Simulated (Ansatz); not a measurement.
## AgCl: the change of pressure with volume scale

Periodic Kohn-Sham DFT of a crystal at fixed atoms, scaled to volume_scale times the given cell; pressure positive in compression, energy less spherical unpolarised free atoms, largest_vzz the field gradient of largest size among the nuclei. The results are calculated, by Ansatz 0.2.0.

The cell before it is scaled or strained (space group Fm-3m, No. 225):
```
CELL_PARAMETERS angstrom
0.00000 2.80520 2.80520
2.80520 0.00000 2.80520
2.80520 2.80520 0.00000
ATOMIC_POSITIONS crystal
Ag 0.00000 0.00000 0.00000
Cl 0.50000 0.50000 0.50000
```

Settings of every row: method frozen-core PAW; functional PBE; relativity scalar; k mesh 12x12x12; filling fermi-dirac; smearing width 0.08 eV; wave cutoff 420 eV; paw set soft_2.

Atom start moment: 0 on all atoms.

```
row  volume scale  V (Å³/atom)  pressure (GPa)
  1        0.9405       20.761           3.056
  2          0.98       21.633           0.921
  3             1       22.075           0.025
  4          1.02       22.516          -0.765
  5          1.06       23.399               ?
```

Question: what pressure should row 5 give?

Worked fit of pressure. Take u = (V_r/V)^(2/3) − 1 with V_r = 21.854 Å³ an atom, which is twice the finite (Eulerian) strain; such expansions in the strain, on which the Birch-Murnaghan equation of state is built, carry the rest volume and the bulk modulus. The shown rows have u = 0.0348, 0.0068, -0.00669, -0.0197. Least squares give pressure = 0.4586 + 66.616 × u + 230.33 × u² GPa; a straight line predicts inner rows, each left out in turn, worse (root mean square 0.11 against 0.0035 GPa). The rows lie off it by 0.000, -0.001, 0.002, -0.001. The pressure vanishes at u = -0.0071, or V = 22.09 Å³ an atom, and there the bulk modulus at fixed shape and fractions is B = −V dP/dV = (2/3)(1 + u) dP/du = 41.9 GPa. The withheld row has u = -0.04452, so the fit gives 0.4586 + 66.616 × (-0.04452) + 230.33 × (-0.04452)² = -2.051 GPa.

The calculation gave -2.076 GPa. The fit lies 0.025 GPa (1.2 % of the value, 0.49 % of the column's range) above it; its largest miss of a shown row is 0.002 GPa. This row lies beyond the range of the fit.
